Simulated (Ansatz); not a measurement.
Input and command of a calculation in Ansatz (plane waves; scalar-relativistic PAW potentials unless the input names others):

```yaml
crystal:
  lattice:
    - [0.0, 3.22718865, 3.073513]
    - [3.22718865, 0.0, 3.073513]
    - [3.22718865, 3.22718865, 0.0]
  atoms:
    - { symbol: In, position: [0.0, 0.0, 0.0] }
    - { symbol: Sb, position: [0.5, 0.5, 0.5] }
basis:
  ecutwfc: 420
kpoints:
  mp_grid: { grid: [14, 14, 14] }
hamiltonian:
  xc: pbesol
scf:
  occupations: { method: gaussian, width: 0.15 }
  max_iter: 80
output:
  forces: true
  eigenvalues: true
  stress: true
magnetization:
  spin_polarized: many
```

```bash
ansatz run input.yaml --threads 1 --pin off --max-ram 2560MiB --backend cpu --events-out ev --progress --plain --runs-dir out
```

Problem. What is wrong with this input?

Solution. The program refuses it, because of a value of the wrong type (magnetization.spin_polarized: not typed → "many"). Without that key it is accepted.

Abridged log:
```
Error: YAML parse error: error: line 23 column 19: invalid boolean (strict mode expects true/false)
  --> <input>:23:19
   |
21 |   stress: true
22 | magnetization:
23 |   spin_polarized: many
   |                   ^ invalid boolean (strict mode expects true/false)
```